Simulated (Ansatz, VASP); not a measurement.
## Two plane-wave programs on SnSe

```
Sn Se
1.0
     0.00000    2.97275    2.97275
     2.97275    0.00000    2.97275
     2.97275    2.97275    0.00000
Sn Se
1 1
Direct
  0.00000 0.00000 0.00000
  0.50000 0.50000 0.50000
```

Alike in both runs: functional PBEsol; k mesh 8 × 8 × 8; no spin polarisation.

Ansatz relaxed the structure, and its values are those at the end. VASP's run is a single point on that final structure, the one shown.

|  | VASP | Ansatz |
| --- | --- | --- |
| version | VASP 6.6.1 | Ansatz 0.2.0 |
| potentials or method | VASP PAW PBE potentials, release 64 (Sn_d, Se) | scalar-relativistic, plane waves, PAW |
| plane-wave cutoff (eV) | 520 | 420 |
| occupations | gaussian, width 0.01 eV | fixed |
| valence electrons in the cell | 20 | 30 |

```tsv
	VASP	Ansatz	Ansatz less VASP
gap on the k mesh at the Fermi level (eV)	0.75	0.75	-0.001
least direct gap on the mesh (eV)	0.82	0.82	-0.002
pressure (GPa)	0.0	0.0	-0.02
```

The two sets of potentials don't hold the same shells in valence.

Caveats: the PAW data sets were made with another functional, which shifts forces and pressure a little (VASP); spin-orbit coupling is left out, which moves the levels of the heavy elements. A k mesh can miss the band edges.
